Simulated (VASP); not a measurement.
# PbS (Galena) (Fm-3m) in VASP: a series of runs, part 2 of 2

VASP 6.6.1.

## (4) Relaxation of cell and atoms, r2SCAN+D3(BJ)

File INCAR:

```
  PREC = Accurate
  ENCUT = 600
  EDIFF = 1E-6
  ISMEAR = 0
  SIGMA = 0.05
  LREAL = False
  LASPH = True
  NELM = 80
  ALGO = Normal
  ISIF = 3
  LWAVE = False
  LCHARG = False
  METAGGA = R2SCAN
  LMIXTAU = True
  IVDW = 12
  VDW_S6 = 1.0
  VDW_S8 = 0.78981345
  VDW_A1 = 0.49484001
  VDW_A2 = 5.73083694
  IBRION = 2
  NSW = 60
  EDIFFG = -0.02
```

File KPOINTS:

```
regular mesh
0
Gamma
  8 8 8
```

File POSCAR:

```
PbS
1.0
    0.0000000000      2.9657500000      2.9657500000
    2.9657500000      0.0000000000      2.9657500000
    2.9657500000      2.9657500000      0.0000000000
Pb S
1 1
Direct
    0.0000000000      0.0000000000      0.0000000000
    0.5000000000      0.5000000000      0.5000000000
```

Launch:

```sh
$ cat potpaw_PBE.64/Pb_d/POTCAR potpaw_PBE.64/S/POTCAR > POTCAR
$ mpirun -np 1 vasp_std > vasp.out
```

Wall time 2.5 min (1 thread of Intel Xeon Platinum 8259CL at 2.50GHz (Skylake/Cascade Lake), shared host); peak memory 0.24 GiB.

Results (log left out):

```
Free energy                            : -65.9363 eV
Relaxed volume                         : 26.25 Å³/atom
Relaxed cell                           : a = 4.203 Å, b = 4.203 Å, c = 4.203 Å, α = 60.00°, β = 60.00°, γ = 60.00°
Space group after relaxing (to 0.05 Å) : Fm-3m (No. 225)
Energy gained by relaxing              : 0.1 meV/atom
Ionic steps                            : 2
Pressure after relaxing                : -0.1 GPa
Band gap on the k mesh                 : 0.65 eV, direct
Dispersion energy per atom             : -0.163 eV
```

Step by step:
| step | energy change (eV) | largest force (eV/Å) | pressure (GPa) | volume (Å³) |
| --- | --- | --- | --- | --- |
| 1 | 0.0000 | 0.0000 | 0.27 | 52.17 |
| 2 | -0.0002 | 0.0000 | -0.06 | 52.50 |

Final structure:
```
Pb S
1.0
     0.00000    2.97203    2.97203
     2.97203    0.00000    2.97203
     2.97203    2.97203    0.00000
Pb S
1 1
Cartesian
  2.9720 2.9720 5.9441
  2.9720 2.9720 2.9720
```

Levels at points of the mesh, in eV from the valence-band top:
```csv
k point,band 8,band 9,band 10,band 11,band 12,band 13
"(0.00, 0.00, 0.00)",-2.30,-2.30,-2.30,5.54,5.54,5.54
"(0.50, 0.00, 0.00)",-1.90,-1.90,0.00,0.65,2.20,2.20
"(0.50, 0.50, 0.00)",-5.33,-3.57,-3.57,4.18,5.99,6.07
```

Caveat: the PAW data sets were made with another functional, which shifts forces and pressure a little; spin-orbit coupling is left out, which as a rule narrows the gap of such compounds by several tenths of an eV. A k mesh can miss the band edges.

## (5) Relaxation of the atoms, r2SCAN (atoms moved at random, drawn with an rms of 0.05 Å)

File run.py:

```python
from ase.calculators.vasp import Vasp
from ase.io import read
from ase.optimize import BFGSLineSearch

atoms = read('POSCAR')
calc = Vasp(
    directory='calc',
    xc='r2scan',
    pp='PBE',
    setups='recommended',
    prec='Accurate',
    encut=520,
    ediff=1e-06,
    ismear=0,
    sigma=0.05,
    lreal=False,
    lasph=True,
    nelm=80,
    algo='Normal',
    isif=2,
    lwave=True,
    lcharg=False,
    lmixtau=True,
    kpts=[6, 6, 6],
    gamma=True,
)
atoms.calc = calc
opt = BFGSLineSearch(atoms, trajectory='relax.traj')
converged = opt.run(fmax=0.01, steps=40)
print('converged:', converged)

print('energy (eV):', atoms.get_potential_energy())
print('free energy (eV):', atoms.get_potential_energy(force_consistent=True))
print('forces (eV/A):')
print(atoms.get_forces())
print('stress (eV/A^3, Voigt):', atoms.get_stress())
print('Fermi level (eV):', calc.get_fermi_level())
print('cell (A, degrees):', atoms.cell.cellpar())
print('volume (A^3):', atoms.get_volume())
print('scaled positions:')
print(atoms.get_scaled_positions())
```

File POSCAR:

```
PbS
1.0
    0.0000000000      2.9657500000      2.9657500000
    2.9657500000      0.0000000000      2.9657500000
    2.9657500000      2.9657500000      0.0000000000
Pb S
1 1
Direct
   -0.0115120000      0.0138610000     -0.0022760000
    0.4938690000      0.5052960000      0.4970370000
```

Launch:

```sh
$ python run.py
```

Wall time 9.7 min (1 thread of Intel Xeon Platinum 8259CL at 2.50GHz (Skylake/Cascade Lake), shared host); peak memory 0.24 GiB.

The run converged. Its results:

```
Free energy                  : -65.6083 eV
Energy gained by relaxing    : 0.1 meV/atom
Ionic steps                  : 2
Pressure after relaxing      : 1.3 GPa
Largest force after relaxing : 0.003 eV/Å
Band gap on the k mesh       : 0.62 eV, direct
```

Forces on the atoms (eV/Å):
```
Pb   0.003 -0.001  0.001
S   -0.003  0.001 -0.001
```

Step by step:
```csv
step,energy change (eV),largest force (eV/Å),pressure (GPa)
1,0.0000,0.0102,1.30
2,-0.0001,0.0030,1.28
```

Final structure:
```yaml
crystal:
  lattice:
    - [0.00000, 2.96575, 2.96575]
    - [2.96575, 0.00000, 2.96575]
    - [2.96575, 2.96575, 0.00000]
  atoms:
    - { symbol: Pb, position: [0.99210, 0.00816, 0.99726] }
    - { symbol: S, position: [0.49026, 0.51100, 0.49750] }
```

Levels at points of the mesh, in eV from the valence-band top:
```csv
k point,band 7,band 8,band 9,band 10,band 11,band 12,band 13,band 14
"(0.00, 0.00, 0.00)",-6.11,-2.34,-2.34,-2.34,5.55,5.55,5.55,7.13
"(0.50, 0.00, 0.00)",-9.12,-1.94,-1.94,0.00,0.62,2.18,2.18,9.16
"(0.00, 0.50, 0.00)",-9.12,-1.94,-1.94,0.00,0.62,2.18,2.18,9.16
"(0.00, 0.00, 0.50)",-9.12,-1.94,-1.94,0.00,0.62,2.18,2.18,9.16
"(0.50, 0.50, 0.50)",-9.12,-1.94,-1.94,0.00,0.62,2.18,2.18,9.16
"(0.50, 0.50, 0.00)",-7.37,-5.39,-3.62,-3.62,4.14,6.00,6.09,6.09
"(0.00, 0.50, 0.50)",-7.37,-5.39,-3.62,-3.62,4.14,6.00,6.08,6.09
"(0.50, 0.00, 0.50)",-7.37,-5.39,-3.62,-3.62,4.14,6.00,6.09,6.09
```

Caveat: the PAW data sets were made with another functional, which shifts forces and pressure a little; spin-orbit coupling is left out, which as a rule narrows the gap of such compounds by several tenths of an eV.

## (6) Relaxation of cell and atoms, r2SCAN50

File POSCAR:

```
PbS
1.0
    0.0000000000      2.9657500000      2.9657500000
    2.9657500000      0.0000000000      2.9657500000
    2.9657500000      2.9657500000      0.0000000000
Pb S
1 1
Direct
    0.0000000000      0.0000000000      0.0000000000
    0.5000000000      0.5000000000      0.5000000000
```

File INCAR.step1:

```
SYSTEM = PbS
  PREC = Accurate
  ENCUT = 600
  EDIFF = 1E-5
  ISMEAR = 0
  SIGMA = 0.05
  LREAL = .False.
  LASPH = .True.
  NELM = 60
  ALGO = Normal
  LWAVE = .True.
  LCHARG = .False.
  GGA = PE
```

File INCAR.step2:

```
SYSTEM = PbS
  PREC = Accurate
  ENCUT = 600
  EDIFF = 1E-7
  ISMEAR = 0
  SIGMA = 0.05
  LREAL = .False.
  LASPH = .True.
  NELM = 60
  ALGO = Normal
  ISIF = 3
  LWAVE = .False.
  LCHARG = .False.
  METAGGA = R2SCAN
  LHFCALC = .True.
  AEXX = 0.5
  LMIXTAU = .True.
  PRECFOCK = Fast
  HFRCUT = -1
  IBRION = 2
  NSW = 60
  EDIFFG = -0.005
  ISTART = 1
```

File KPOINTS:

```
regular mesh
0
Gamma
  4 4 4
  0 0 0
```

Potentials or basis: VASP PAW PBE potentials, release 64 (Pb_d, S).

Launch:

```sh
$ cat potpaw_PBE.64/Pb_d/POTCAR potpaw_PBE.64/S/POTCAR > POTCAR
$ cp INCAR.step1 INCAR
$ mpirun -np 1 vasp_std > vasp.out
$ cp INCAR.step2 INCAR
$ mpirun -np 1 vasp_std > vasp.out
```

It took 14 min on 1 thread of Intel Xeon Platinum 8259CL at 2.50GHz (Skylake/Cascade Lake), shared host; peak memory 0.23 GiB.

Results (log left out):

```
Free energy                            : -43.2361 eV
Relaxed volume                         : 26.27 Å³/atom
Relaxed cell                           : a = 4.204 Å, b = 4.204 Å, c = 4.204 Å, α = 60.00°, β = 60.00°, γ = 60.00°
Space group after relaxing (to 0.05 Å) : Fm-3m (No. 225)
Energy gained by relaxing              : 0.3 meV/atom
Ionic steps                            : 3
Pressure after relaxing                : 0.0 GPa
Band gap on the k mesh                 : 2.65 eV, direct
```

Step by step:
```
step  energy change (eV)  largest force (eV/Å)  pressure (GPa)  volume (Å³)
   1              0.0000                0.0000            0.44        52.17
   2             -0.0004                0.0000           -0.20        52.72
   3             -0.0005                0.0000           -0.01        52.54
```

Final structure:
```xyz
2
Lattice="0.0000 2.9727 2.9727 2.9727 0.0000 2.9727 2.9727 2.9727 0.0000" Properties=species:S:1:pos:R:3 pbc="T T T"
Pb    0.0000    0.0000    0.0000
S     2.9727    2.9727    2.9727
```

Levels at points of the mesh, in eV from the valence-band top:
```csv
k point,band 8,band 9,band 10,band 11,band 12,band 13
"(0.00, 0.00, 0.00)",-3.03,-3.03,-3.03,8.40,8.40,8.40
"(0.50, 0.00, 0.00)",-2.55,-2.55,0.00,2.65,4.43,4.43
"(0.50, 0.50, 0.00)",-6.66,-4.55,-4.55,6.36,8.91,9.01
```

Caveat: the k mesh is coarse (spacing up to 0.46 Å⁻¹), so the values aren't converged, least of all with exact exchange; the PAW data sets were made with another functional, which shifts forces and pressure a little; spin-orbit coupling is left out, which as a rule narrows the gap of such compounds by several tenths of an eV. A k mesh can miss the band edges.

## (7) Overview

| task | level | cell | k mesh | cutoff (eV) | optimiser | grid for exact exchange (PRECFOCK) | exchange at q = 0 | mesh quality | gap on the mesh (eV) | pressure (GPa) | relaxed volume (Å³/atom) |
| --- | --- | --- | --- | --- | --- | --- | --- | --- | --- | --- | --- |
| relaxation of cell and atoms | r2SCAN | relaxed | 8 × 8 × 8 | 600 | - | - | - | not flagged | 0.70 | 0.0 | 26.66 |
| relaxation of cell and atoms | TPSS | relaxed | 8 × 8 × 8 | 600 | - | - | - | not flagged | 0.48 | 0.0 | 26.87 |
| relaxation of cell and atoms | r2SCAN+D3(BJ) | relaxed | 8 × 8 × 8 | 600 | - | - | - | not flagged | 0.65 | -0.1 | 26.25 |
| relaxation of the atoms | r2SCAN | atoms relaxed from: atoms moved at random, drawn with an rms of 0.05 Å | 6 × 6 × 6 | 520 | BFGSLineSearch | - | - | not flagged | 0.62 | 1.3 | - |
| relaxation of cell and atoms | r2SCAN50 | relaxed | 4 × 4 × 4 | 600 | - | Fast | truncated | coarse | 2.65 | 0.0 | 26.27 |

Alike in all rows: potentials or basis VASP PAW PBE potentials, release 64 (Pb_d, S); no spin polarisation; smearing gaussian 0.05 eV.

Caveats: some runs use coarse meshes; the PAW data sets were made with another functional, which shifts forces and pressure a little; spin-orbit coupling is left out, which as a rule narrows the gap of such compounds by several tenths of an eV.

Absolute energies hang on the potentials; compare differences alone.
